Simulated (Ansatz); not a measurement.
The calculation used DFT PBE, scalar-relativistic, plane waves, PAW (Ansatz 0.2.0). Settings: cutoff 420 eV, Γ-centred meshes spaced at most about 0.3 Å⁻¹, and about 0.25 Å⁻¹ or finer for metals (2π included), Gaussian smearing. No spin polarisation in the final relaxations.

Temperature and zero-point effects are left out.

Two forms of Si5Ge were relaxed alike.

A.

```
CELL_PARAMETERS angstrom
4.81430 0.00000 0.00000
-2.40715 4.16930 0.00000
0.00000 0.00000 4.59396
ATOMIC_POSITIONS crystal
Si 0.66667 0.33333 0.00000
Si 0.33333 0.66667 0.00000
Si 0.35535 0.00000 0.50000
Si 0.00000 0.35535 0.50000
Si 0.64465 0.64465 0.50000
Ge 0.00000 0.00000 0.00000
```

B.

```
CELL_PARAMETERS angstrom
2.76043 0.00000 0.00000
-1.38022 2.39060 0.00000
0.00000 0.00000 13.95472
ATOMIC_POSITIONS crystal
Si 0.66667 0.33333 0.84153
Si 0.66667 0.33333 0.15847
Si 0.33333 0.66667 0.68369
Si 0.33333 0.66667 0.00000
Si 0.33333 0.66667 0.31631
Ge 0.66667 0.33333 0.50000
```

**Question.** Which form is favoured at zero pressure, and by what margin per atom?

**Answer.** B is lower, by 22 meV/atom. A has Si and Ge ordered on hcp sites, space group P-62m (No. 189), 15.4 Å³/atom and no gap on its mesh; B has Si and Ge ordered on hcp sites, space group P-6m2 (No. 187), 15.3 Å³/atom and no gap. Counting Si atoms around Ge (those within 1.25 times the shortest such distance or 1.15 times the sum of covalent radii; the shortest distance is added where it exceeds 1.18 times the sum of covalent radii), A has Ge 12 from 2.8 Å and B has Ge 6 from 3.0 Å. Even the lower one lies +0.51 eV/atom against the reference forms of the elements (uncorrected), so neither is stable at this level. Both come from invented guesses. A third cell relaxed alike, in P4/mmm, lies 24 meV/atom below the lower of the two.

Cells relaxed within their symmetry can be saddle points.

B's advantage of 22 meV/atom is a preference between two Si/Ge orderings on the same close-packed lattice, not a difference in bonding type. The drop from 12 to 6 Si neighbours around Ge doesn't mean lower coordination: in B, Ge fills whole layers, so Ge atoms take the in-plane places that Si holds in A. This layering lets the spacing next to the larger Ge atoms expand, which probably relieves some of the size mismatch, although the Ge-Ge contacts within the layer remain short.

The much larger penalty of +0.51 eV/atom comes mainly from the lattice. Group 14 atoms with four valence electrons favour directed, tetrahedral sp³ bonds, whereas close packing spreads the same electrons over many longer contacts and closes the gap. It is therefore no evidence of Si-Ge incompatibility, as the two elements mix readily in the diamond structure. The nearly equal volumes suggest that moderate pressure would do little to reorder A and B, while the lower P4/mmm cell shows that B is not the best arrangement even among those computed.
